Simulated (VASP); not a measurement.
SnSe, 2 atoms in the cell. It takes space group I-4m2 (No. 119, tetragonal). The conventional cell has a = 4.757 Å, b = 4.757 Å, c = 6.842 Å, α = 90.00°, β = 90.00°, γ = 90.00°. Sn (site symmetry -4m2) has 4 Se at 2.93 Å as nearest neighbours. Se (site symmetry -4m2) has 4 Sn at 2.93 Å as nearest neighbours. The cell was built by a generator and needn't be a form met in nature. The cell isn't the ideal one: uniaxial_z strain +1.7%.

| Property | Result |
| --- | --- |
| Program | VASP 6.6.1 |
| Task | single point |
| Functional | HSE06 |
| Potentials or basis | VASP PAW PBE potentials, release 64 (Sn_d, Se) |
| Cutoff | 520 eV |
| k mesh | 4 × 4 × 4 |
| Occupations | fermi-dirac, width 0.02 eV |
| Spin | no spin polarisation |
| Dipole correction | no |
| Exchange at q = 0 | truncated |
| Grid for exact exchange (PRECFOCK) | Normal |
| Screening parameter | 0.2079 1/A |
| Further INCAR settings | ALGO = Normal; EDIFF = 1e-06; NBANDS = 17 |

Potentials or basis: VASP PAW PBE potentials, release 64 (Sn_d, Se).

Run with:

```sh
$ cat potpaw_PBE.64/Sn_d/POTCAR potpaw_PBE.64/Se/POTCAR > POTCAR
$ cp INCAR.step1 INCAR
$ mpirun -np 1 vasp_std > vasp.out
$ cp INCAR.step2 INCAR
$ mpirun -np 1 vasp_std > vasp.out
```

Hardware: 1 thread of Intel(R) Xeon(R) 6975P-C (Granite Rapids), with other jobs on the host.

Estimate the wall time of this run.

It took 11 min on 1 thread of Intel(R) Xeon(R) 6975P-C (Granite Rapids) (shared host), peak memory 0.33 GiB. Counts: scf iterations 8, k points 13.
